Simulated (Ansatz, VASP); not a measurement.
# One calculation of Si2Ni, two programs

```xyz
3
Lattice="0.0000 2.7030 2.7030 2.7030 0.0000 2.7030 2.7030 2.7030 0.0000" Properties=species:S:1:pos:R:3 pbc="T T T"
Ni    0.0000    0.0000    0.0000
Si    4.0545    4.0545    4.0545
Si    1.3515    1.3515    1.3515
```

Alike in both runs: functional RPBE; k mesh 9 × 9 × 9; occupations fermi-dirac, width 0.05 eV; collinear spin.

|  | VASP | Ansatz |
| --- | --- | --- |
| version | VASP 6.6.1 | Ansatz 0.2.0 |
| potentials or method | VASP PAW PBE potentials, release 64 (Ni, Si) | Ansatz PAW |
| plane-wave cutoff (eV) | 520 | 420 |
| valence electrons in the cell | 18 | 26 |
| task | single point | band structure |

Ansatz gave:

| Property | Result |
| --- | --- |
| gap on the k mesh at the Fermi level (eV) | none |
| pressure (GPa) | 6.5 |
| net moment per atom (μB) | 0.00 |

**Question.** What did VASP give for the same quantities?

**Answer.** gap on the k mesh at the Fermi level (eV): none; pressure (GPa): 6.1; net moment per atom (μB): 0.00.

A gap of «none» marks a metal or a gap that the smearing closes. The two sets of potentials don't hold the same shells in valence.

Caveats: the PAW data sets were made with another functional, which shifts forces and pressure a little (VASP); the PAW data sets come from PBE, with cores solved anew for the run's functional, which leaves a small shift of forces and pressure (Ansatz); the starting moments weren't kept (Ansatz).
